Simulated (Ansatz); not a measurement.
ZrS₂: do energies and stresses tell the same story?

These are results of DFT PBE+D3(BJ), scalar-relativistic, plane waves, PAW in Ansatz, not measurements.

Plane waves to 420 eV, a k mesh through Γ of 9×9×6 on the computed 3-atom cell and Gaussian smearing (0.02 eV); no spin polarisation.

Relaxed cell: P-3m1, a = 3.635 Å, b = 3.635 Å, c = 5.720 Å, α = 90.00°, β = 90.00°, γ = 120.00°, 3 atoms in the primitive cell.

Energies at zero smearing and pressures from the stress tensor, at volumes with shape and atoms relaxed:
```tsv
V (Å³/atom)	E − E(first) (meV/atom)	P (GPa)
19.202	0.00	7.24
19.857	-24.31	4.71
20.512	-39.41	2.78
21.166	-47.25	1.18
21.821	-49.50	0.00
22.475	-47.67	-0.84
23.130	-43.03	-1.38
24.003	-34.31	-1.74
```

Q: Check P = −dE/dV between neighbouring volumes, and get the bulk modulus from the pressures alone.

A: With 1 eV/Å³ = 160.2 GPa:
| middle V (Å³/atom) | −ΔE/ΔV (GPa) | mean P (GPa) |
| --- | --- | --- |
| 19.530 | 5.949 | 5.975 |
| 20.184 | 3.697 | 3.746 |
| 20.839 | 1.918 | 1.981 |
| 21.494 | 0.551 | 0.590 |
| 22.148 | -0.450 | -0.419 |
| 22.803 | -1.134 | -1.106 |
| 23.566 | -1.601 | -1.559 |

The two differ by 0.06 GPa at most. The mean of two end pressures misses the average over a step by about ΔV² P″/12, up to 0.05 GPa here; with that taken off 0.02 GPa remains. Around V = 21.821 Å³/atom, the two neighbours give B = −V ΔP/ΔV = 21.821 × 2.02 / 1.309 = 33.6 GPa, against B0 = 32.1 GPa from the Birch–Murnaghan fit of the energies, which describes these points poorly (B0' = 9.8).